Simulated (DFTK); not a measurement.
Write the native input for DFTK 0.8.2 that does the following.

- Task: band structure
- Functional: BJ06
- Potentials or basis: SG15 1.2 (PBE)
- Cutoff: 1225 eV
- k mesh: 11 × 11 × 11
- Occupations: fermi-dirac, width 0.05 eV
- Spin: no spin polarisation
- Valence electrons: Au 19
- SCF tolerance on the density: 1e-06

The system is Au.

```xyz
1
Lattice="0.0000 2.0350 2.0350 2.0350 0.0000 2.0350 2.0350 2.0350 0.0000" Properties=species:S:1:pos:R:3 pbc="T T T"
Au    0.0000    0.0000    0.0000
```

These files were run (other wordings do the same):

run.jl

```julia
using DFTK
using PseudoPotentialData
using Unitful, UnitfulAtomic
using LinearAlgebra, Printf
include("save.jl")
disable_threading()

# lattice vectors are the columns
lattice = austrip(1u"Å") * [           0.0          2.035          2.035;
                    2.035            0.0          2.035;
                    2.035          2.035            0.0]
symbols   = [:Au]
positions = [[0.0, 0.0, 0.0]]
pseudopotentials = Dict(:Au => "Au.upf")
elements = Dict(s => ElementPsp(s, pseudopotentials; rcut=10.0) for s in unique(symbols))
atoms    = [elements[s] for s in symbols]

build_model(lattice, positions; symmetries=true) =
    model_DFT(lattice, atoms, positions;
              functionals=[:mgga_x_tb09, :lda_c_pw],
              temperature=austrip(0.05u"eV"),
              smearing=Smearing.FermiDirac(),
              symmetries)
Ecut  = 45.0  # hartree
kgrid = [11, 11, 11]
tol   = 1e-6
to_GPa = ustrip(uconvert(u"GPa", 1u"hartree/bohr^3"))

model = build_model(lattice, positions)
basis = PlaneWaveBasis(model; Ecut, kgrid)
display(basis)
scfres = self_consistent_field(basis;
                               tol,
                               nbandsalg=AdaptiveBands(model; n_bands_converge=14))
display(scfres.energies)
@printf "Fermi level: %.6f eV\n" ustrip(auconvert(u"eV", something(scfres.εF, NaN)))
println("Levels at the first k-point (eV): ", round.(ustrip.(auconvert.(u"eV", scfres.eigenvalues[1][1:scfres.n_bands_converge])); digits=4))
save_scf!(scfres)

points = Dict("G" => [0.0, 0.0, 0.0], "K" => [0.375, 0.375, 0.75], "L" => [0.5, 0.5, 0.5], "U" => [0.625, 0.25, 0.625], "W" => [0.5, 0.25, 0.75], "X" => [0.5, 0.0, 0.5])
segments = [("G", "X", 7), ("X", "W", 4), ("W", "K", 3), ("K", "G", 7), ("G", "L", 6), ("L", "U", 4), ("U", "W", 3), ("W", "L", 5), ("L", "K", 4), ("U", "X", 3)]
kcoords = vcat([[points[a] + t * (points[b] - points[a]) for t in range(0, 1, n)] for (a, b, n) in segments]...)
bands = compute_bands(scfres, ExplicitKpoints(kcoords); n_bands=16, tol=1e-5)
for (k, ε) in zip(bands.basis.kpoints, bands.eigenvalues)
    @printf "%d %8.4f %8.4f %8.4f " k.spin k.coordinate...
    println(join([@sprintf("%9.4f", e) for e in ustrip.(auconvert.(u"eV", ε .- scfres.εF))]))
end
results["band_energies"] = rows(bands.eigenvalues); results["band_kpoints"] = rows(kcoords)
```

Potentials or basis: SG15 1.2 (PBE).

Run with:

```console
$ julia --threads=1 run.jl  # save.jl only writes the numbers to a file and isn't shown; printed stress counts tension as positive; times include loading and compiling
```

It gave:

```yaml
Band_gap_on_the_k_mesh: none (metal or under the smearing width)
```

Caveat: the program leaves the constant c of mgga_x_tb09 at 1, so the potential is Becke-Johnson's (BJ06) and not Tran and Blaha's, with levels but no total energy; the potentials were made for another functional, which shifts forces and pressure; spin-orbit coupling is left out, which moves the levels of the heavy elements.

Wall time 3 min on 1 thread of Intel(R) Xeon(R) Platinum 8259CL CPU @ 2.50GHz (Skylake/Cascade Lake) (shared host), peak memory 1.6 GiB.
